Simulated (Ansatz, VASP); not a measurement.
One calculation of CdF2, two programs

File INCAR:

```
SYSTEM = CdF2
PREC = Accurate ; ENCUT = 520
EDIFF = 1E-7 ; ISMEAR = -1
SIGMA = 0.05 ; LREAL = .False.
LASPH = .True. ; NELM = 60
ALGO = Normal ; ISIF = 2
LWAVE = .False. ; LCHARG = .False.
GGA = CA ; NBANDS = 20
```

File KPOINTS:

```
regular mesh
0
Gamma
  9 9 9
  0 0 0
```

POSCAR

```
CdF2
1.0
    0.0000000000      2.7468369436      2.7468369436
    2.7468369436      0.0000000000      2.7468369436
    2.7468369436      2.7468369436      0.0000000000
Cd F
1 2
Direct
    0.0000000000      0.0000000000      0.0000000000
    0.7500000000      0.7500000000      0.7500000000
    0.2500000000      0.2500000000      0.2500000000
```

Contents of input.yaml:

```yaml
crystal:
  lattice:
    - [0.0, 2.7468369436, 2.7468369436]
    - [2.7468369436, 0.0, 2.7468369436]
    - [2.7468369436, 2.7468369436, 0.0]
  atoms:
    - { symbol: Cd, position: [0.0, 0.0, 0.0] }
    - { symbol: F, position: [0.75, 0.75, 0.75] }
    - { symbol: F, position: [0.25, 0.25, 0.25] }
hamiltonian:
  xc: lda
  pseudopotentials: { kind: paw }
kpoints:
  mp_grid: { grid: [9, 9, 9] }
scf:
  occupations: { method: fermi_dirac, width: 0.05 }
output:
  forces: true
  stress: true
  eigenvalues: true
  write_density: true
  write_potential: true
  elf: true
  volumetric_format: npy
```

Alike in both runs: task single point; functional LDA; k mesh 9 × 9 × 9; occupations fermi-dirac, width 0.05 eV; no spin polarisation.

|  | VASP | Ansatz |
| --- | --- | --- |
| version | VASP 6.6.1 | Ansatz 0.2.0 |
| potentials or method | VASP PAW LDA potentials, release 64 (Cd, F) | Ansatz PAW |
| plane-wave cutoff (eV) | 520 | 420 |
| valence electrons in the cell | 26 | 34 |

|  | VASP | Ansatz | Ansatz less VASP |
| --- | --- | --- | --- |
| gap on the k mesh at the Fermi level (eV) | 2.62 | 2.64 | +0.011 |
| least direct gap on the mesh (eV) | 3.15 | 3.15 | +0.007 |
| pressure (GPa) | -9.9 | -10.6 | -0.69 |

The two sets of potentials don't hold the same shells in valence.

Caveats: an odd mesh through Γ misses points on the zone boundary, where band edges often lie (VASP); odd divisions of the mesh miss points on the zone boundary, where band edges often lie, so the gap on the mesh can be too wide (Ansatz); the pressure holds a Pulay correction of +0.8 GPa for the finite cutoff (Ansatz); the PAW data sets come from PBE, with cores solved anew for the run's functional, which leaves a small shift of forces and pressure (Ansatz).
